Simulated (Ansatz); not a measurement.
The system is Cu.

```xyz
1
Lattice="-1.4428 1.4428 1.3761 1.4428 -1.4428 1.3761 1.4428 1.4428 -1.3761" Properties=species:S:1:pos:R:3 pbc="T T T"
Cu    0.0000    0.0000    0.0000
```

This isn't the form of Cu at room conditions, which is fcc.

```yaml
Program: Ansatz 0.2.0
Task: relaxation of cell and atoms
Functional: HSE06
Potentials_or_basis: Ansatz PAW
Cutoff: "420 eV (not typed: the program's choice for these potentials)"
k_mesh: 7 × 7 × 7
Occupations: fermi-dirac, width 0.05 eV
Spin: no spin polarisation
```

At the start: volume 11.46 Å³/atom.

Q: How do energy, volume and symmetry change on relaxing?

A: It ends after 9 steps and the volume is 12.05 Å³/atom (+5.2 %); space group I4/mmm (No. 139, to 0.05 Å).

The path:
| step | energy change (eV) | largest force (eV/Å) | volume (Å³) |
| --- | --- | --- | --- |
| 1 | 0.0000 | 0.0000 | 11.46 |
| 2 | -0.0146 | 0.0000 | 11.72 |
| 3 | -0.0283 | 0.0000 | 12.31 |
| 4 | -0.0312 | 0.0000 | 12.13 |
| 5 | -0.0314 | 0.0000 | 12.11 |
| 6 | -0.0316 | 0.0000 | 12.06 |
| 7 | -0.0324 | 0.0000 | 12.06 |
| 8 | -0.0325 | 0.0000 | 12.05 |
| 9 | -0.0324 | 0.0000 | 12.05 |

Final structure:
```yaml
crystal:
  lattice:
    - [-1.51231, 1.51231, 1.31737]
    - [1.51231, -1.51231, 1.31737]
    - [1.51231, 1.51231, -1.31737]
  atoms:
    - { symbol: Cu, position: [0.00000, 0.00000, 0.00000] }
```

Caveat: the k mesh is coarse (spacing up to 0.45 Å⁻¹), so the values aren't converged, least of all with exact exchange; the plane-wave basis is chosen anew once the cell has moved, so the energies of steps on either side of that aren't comparable; the pressure holds a Pulay correction of +0.4 GPa for the finite cutoff; the PAW data sets come from PBE, with cores solved anew for the run's functional, which leaves a small shift of forces and pressure.
